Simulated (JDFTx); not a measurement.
Crystal: Ir.

```xyz
1
Lattice="0.0645 1.8374 1.7560 1.9418 0.0774 1.7431 2.1728 2.0554 -0.1536" Properties=species:S:1:pos:R:3 pbc="T T T"
Ir    0.0000    0.0000    0.0000
```

This isn't the form of Ir at room conditions, which is fcc.

Base run:

- Program: JDFTx 1.7.0 (patched build)
- Functional: PBE
- Dispersion: D3
- Potentials or basis: PseudoDojo-SR-PBE-0.5-standard with smoothed tails
- Cutoff: 925 eV
- Density cutoff: 3701 eV
- k mesh: 12 × 13 × 11
- Occupations: fermi-dirac, width 0.05 eV
- Spin: no spin polarisation

Its results: band gap on the k mesh none (metal or under the smearing width); pressure 17.4 GPa.

The run is repeated on the same cell with these changes: dispersion from D3 to D3(BJ). What comes out?

Band gap on the k mesh none (metal or under the smearing width); pressure 19.0 GPa.

Caveats: pairwise dispersion overbinds metals, which lowers pressure and volume.
